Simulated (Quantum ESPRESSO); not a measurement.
InSe under changes of volume

One of the cells (29.237 Å³/atom); the others are scaled copies at fixed shape and fractional positions:

```
CELL_PARAMETERS angstrom
2.00000 1.15470 8.44000
-2.00000 1.15470 8.44000
0.00000 -2.30940 8.44000
ATOMIC_POSITIONS crystal
In 0.88860 0.88860 0.88860
In 0.00000 0.00000 0.00000
Se 0.17190 0.17190 0.17190
Se 0.38350 0.38350 0.38350
```

```yaml
Program: Quantum ESPRESSO 7.5
Functional: r2SCAN
Potentials_or_basis: SG15 PBE 1.2
Cutoff: 952 eV
Density_cutoff: 3810 eV
k_mesh: 3 × 3 × 3
Occupations: fermi-dirac, width 0.05 eV
Spin: no spin polarisation
```

```csv
volume (Å³/atom),energy over the lowest point (meV/atom),pressure (GPa),gap on the mesh (eV)
27.483,?,?,?
28.068,19.96,3.6,1.72
28.652,8.99,2.3,1.66
29.237,2.49,1.1,1.60
29.822,0.00,0.1,1.54
30.406,1.11,-0.8,1.49
30.991,5.42,-1.7,1.44
```

Task: What does the run at 27.483 Å³/atom give?

Result: Energy over the lowest point 35.96 meV/atom; pressure 5.1 GPa; gap on the mesh 1.79 eV.

Worked out: A Birch-Murnaghan fit of order 3 (a polynomial in V^(-2/3)) to the other rows has its minimum at 29.92 Å³/atom with B0 = V·E''(V) = 49 GPa and B' = 4.7 at fixed shape and positions, which overstates the stiffness. It gives 35.97 meV/atom at 27.483 Å³/atom, against the run's 35.96, and -dE/dV = 5.1 GPa, against 5.1. A straight line through the other rows of the gap, of slope -2.84 eV per unit of ln V (its deformation potential), extrapolates to 1.78 eV, against the run's 1.79.

Energies are extrapolated to zero smearing.

Caveats: all runs use coarse meshes; the potentials were made for another functional, which shifts forces and pressure; spin-orbit coupling is left out, which moves the levels of the heavy elements; an odd mesh through Γ misses points on the zone boundary, where band edges often lie.
